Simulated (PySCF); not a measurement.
Reproducing measurements on 1-butene

**What was measured.**

From NIST CCCBDB Release 22 (SRD 101), experimental polarizabilities, for the gas: mean polarisability 7.83 Å³.

The results are set against them at the end.

Compound: 1-butene, C4H8.
Numbering: `[CH2:1]=[CH:2][CH2:3][CH3:4]` (hydrogens: H5, H6 on C1; H7 on C2; H8, H9 on C3; H10, H11, H12 on C4)

Structure used (PBE0-D3(BJ)/def2-TZVP), in Å, numbered top down from 1:
```
atom  x, y, z in Å
C1     1.918    0.433    0.384
C2     0.648    0.713    0.129
C3    -0.299   -0.176   -0.606
C4    -1.508   -0.562    0.238
H5     2.369   -0.496    0.048
H6     2.553    1.118    0.933
H7     0.233    1.654    0.489
H8    -0.647    0.341   -1.509
H9     0.229   -1.073   -0.942
H10   -1.200   -1.117    1.128
H11   -2.202   -1.187   -0.329
H12   -2.054    0.324    0.573
```

The PySCF runs (gas phase, on this PBE0-D3(BJ)/def2-TZVP geometry; no spin–orbit coupling):

| level | job | basis functions | wall time |
| --- | --- | --- | --- |
| CAM-B3LYP/aug-cc-pVTZ | 10 singlets by full TDDFT, 4 Tamm–Dancoff triplets, polarisability | 368 | 36 s |
| PBE0/aug-cc-pVTZ | 10 singlets by full TDDFT, 4 Tamm–Dancoff triplets, polarisability, dynamic polarisability | 368 | 33 s |
| wB97X-D/aug-cc-pVTZ | 10 singlets by full TDDFT, 4 Tamm–Dancoff triplets, polarisability, ΔSCF ions | 368 | 61 s |

Hardware: one thread, Intel Xeon 6975P-C (x86_64), shared host.

**Comparison with experiment**

**Mean polarisability.** Measured: 7.83 Å³ (NIST CCCBDB Release 22 (SRD 101), experimental polarizabilities).

```json
{"level": "CAM-B3LYP/aug-cc-pVTZ", "computed (Å³)": "7.82", "computed − measured (Å³)": "-0.01", "% (from the printed values)": "0"}
{"level": "PBE0/aug-cc-pVTZ", "computed (Å³)": "7.86", "computed − measured (Å³)": "+0.03", "% (from the printed values)": "0"}
{"level": "wB97X-D/aug-cc-pVTZ", "computed (Å³)": "7.82", "computed − measured (Å³)": "-0.01", "% (from the printed values)": "0"}
```

The computed values are static and purely electronic, with core orbitals frozen in the response (1 au = 0.148185 Å³). The table of measured values doesn't say here whether a value is static or optical, or holds a vibrational part. The measurement averages over conformers, the calculation has one.

The geometry is computed, not the measured one. Where a level misses, the cause wasn't examined.
